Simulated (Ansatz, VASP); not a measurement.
# One calculation of SnSe2, two programs

The input INCAR:

```
SYSTEM = SnSe2
PREC = Accurate
ENCUT = 520
EDIFF = 1E-6
ISMEAR = -1
SIGMA = 0.02
LREAL = .FALSE.
LASPH = .TRUE.
NELM = 80
ALGO = Normal
ISIF = 2
LWAVE = .FALSE.
LCHARG = .FALSE.
GGA = PE
NBANDS = 20
```

File KPOINTS:

```
regular mesh
0
G
  12 12 4
  0 0 0
```

POSCAR

```
SnSe2
1.0
    3.8060235736      0.0000000000      0.0000000000
   -1.9030117868      3.2961131021      0.0000000000
    0.0000000000      0.0000000000      6.2602889770
Sn Se
1 2
Direct
    0.0000000000      0.0000000000      0.0000000000
    0.3333333333      0.6666666667      0.2528046688
    0.6666666667      0.3333333333      0.7471953312
```

Input for Ansatz:

```yaml
crystal:
  lattice:
    - [3.8060235736, 0.0, 0.0]
    - [-1.9030117868, 3.2961131021, 0.0]
    - [0.0, 0.0, 6.260288977]
  atoms:
    - { symbol: Sn, position: [0.0, 0.0, 0.0] }
    - { symbol: Se, position: [0.3333333333, 0.6666666667, 0.2528046688] }
    - { symbol: Se, position: [0.6666666667, 0.3333333333, 0.7471953312] }
kpoints:
  mp_grid: { grid: [12, 12, 4] }
  band_path:
    path:
      - [0.0, 0.0, 0.0]
      - [0.5, 0.0, 0.0]
      - [0.3333333333, 0.3333333333, 0.0]
      - [0.0, 0.0, 0.5]
      - [0.5, 0.0, 0.5]
      - [0.3333333333, 0.3333333333, 0.5]
      - [0.0, 0.148438, -0.143229]
      - [0.0, 0.460938, 0.348958]
    npoints: 1
hamiltonian:
  xc: pbe
scf:
  occupations: { method: fermi_dirac, width: 0.02 }
  n_extra_bands: 4
output:
  forces: true
  stress: true
  eigenvalues: true
  write_density: true
  write_potential: true
  elf: true
  volumetric_format: npy
```

Change from the starting cell: epitaxial_xy strain -0.5%.

Alike in both runs: task single point; functional PBE; k mesh 12 × 12 × 4; occupations fermi-dirac, width 0.02 eV; no spin polarisation.

|  | VASP | Ansatz |
| --- | --- | --- |
| version | VASP 6.6.1 | Ansatz 0.2.0 |
| potentials or method | VASP PAW PBE potentials, release 64 (Sn_d, Se) | plane waves, PAW |
| plane-wave cutoff (eV) | 520 | 420 |
| valence electrons in the cell | 26 | 46 |

VASP gave:

| Quantity | Value |
| --- | --- |
| gap on the k mesh at the Fermi level (eV) | 0.74 |
| pressure (GPa) | 3.4 |
| largest component of the traceless stress (GPa) | 0.27 |
| rms of the force components (eV/Å) | 0.130 |

Q: Which values does Ansatz return?

A: gap on the k mesh at the Fermi level (eV): 0.74; pressure (GPa): 3.3; largest component of the traceless stress (GPa): 0.28; rms of the force components (eV/Å): 0.123.

Atom by atom the forces differ by 0.007 eV/Å (rms over components). The two sets of potentials don't hold the same shells in valence.

Caveats: spin-orbit coupling is left out, which moves the levels of the heavy elements; this functional lacks dispersion, which binds the layers, so the pressure and a relaxed spacing across them are unreliable. A k mesh can miss the band edges.
